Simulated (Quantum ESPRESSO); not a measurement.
WS2:

```xyz
3
Lattice="1.5790 0.9116 6.1633 -1.5790 0.9116 6.1633 0.0000 -1.8233 6.1633" Properties=species:S:1:pos:R:3 pbc="T T T"
W     0.0000    0.0000    0.0000
S     0.0000    0.0000   10.7427
S     0.0000    0.0000   13.8730
```

Measurements of this composition are mostly on another form, of space group No. 194.

Base run:

| Item | Value |
| --- | --- |
| Program | Quantum ESPRESSO 7.5 |
| Functional | PBEsol |
| Potentials or basis | GBRV 1.5 PBEsol |
| Cutoff | 762 eV |
| Density cutoff | 6095 eV |
| k mesh | 10 × 10 × 10 |
| Occupations | fermi-dirac, width 0.05 eV |
| Spin | no spin polarisation |
| Hubbard terms | W d U = 3 eV |

Its results: band gap on the k mesh 1.09 eV, indirect (least direct gap 2.10 eV); pressure -0.1 GPa; largest force 0.607 eV/Å.

Problem. After a change of settings the same cell gave: band gap on the k mesh 1.18 eV, indirect (least direct gap 1.95 eV); pressure 0.1 GPa; largest force 0.612 eV/Å. Which change was it?
A. hubbard terms from W d U = 3 eV to W d U = 5 eV
B. hubbard terms from W d U = 3 eV to none
C. hubbard terms from W d U = 3 eV to W d U = 8 eV

Solution. A.

Caveats: spin-orbit coupling is left out, which moves the levels of the heavy elements.

Not every run made on this cell is shown here.
